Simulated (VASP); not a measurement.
A run of VASP 6.6.1:

The input INCAR:

```
PREC     = Accurate       # precision mode
ENCUT    = 600            # plane-wave cutoff, eV
EDIFF    = 1E-7           # SCF threshold, eV
ISMEAR   = 1              # smearing method
SIGMA    = 0.1            # smearing width, eV
LREAL    = F              # projectors in reciprocal space
LASPH    = T              # aspherical terms in the spheres
NELM     = 80             # most SCF steps
ALGO     = Normal         # electronic algorithm
ISIF     = 3              # what is computed and relaxed
LWAVE    = F              # write WAVECAR
LCHARG   = F              # write CHGCAR
GGA      = PE             # functional
IVDW     = 12             # dispersion correction
IBRION   = 2              # ionic algorithm
NSW      = 90             # ionic steps
EDIFFG   = -0.005         # ionic threshold
```

The input KPOINTS:

```
Automatic mesh
0
Gamma
  15 15 11
```

The input POSCAR:

```
TiB2                                    
1.0
    3.0039430117      0.0000000000      0.0000000000
   -1.5019715059      2.6014909596      0.0000000000
    0.0000000000     -0.0000000000      3.1828748302
  Ti              B             
     1     2
Direct
     1.0000000000000000    1.0000000000000000    0.0000000000000000
     0.3333333332999970    0.6666666667000030    0.5000000000000000
     0.6666666667000030    0.3333333332999970    0.5000000000000000
```

Potentials or basis: VASP PAW PBE potentials, release 64 (Ti_sv, B).

The run is started by

```bash
$ cat potpaw_PBE.64/Ti_sv/POTCAR potpaw_PBE.64/B/POTCAR > POTCAR
$ mpirun -np 1 vasp_std > vasp.out
```

Hardware: 1 thread of Intel(R) Xeon(R) Platinum 8559C (Emerald Rapids), on a shared host.

Task: How long does it take, and how much memory?

Result: It took 28 s on 1 thread of Intel(R) Xeon(R) Platinum 8559C (Emerald Rapids), on a shared host, peak memory 0.2 GiB. Counts: scf iterations 15, k points 162, ion steps 1.
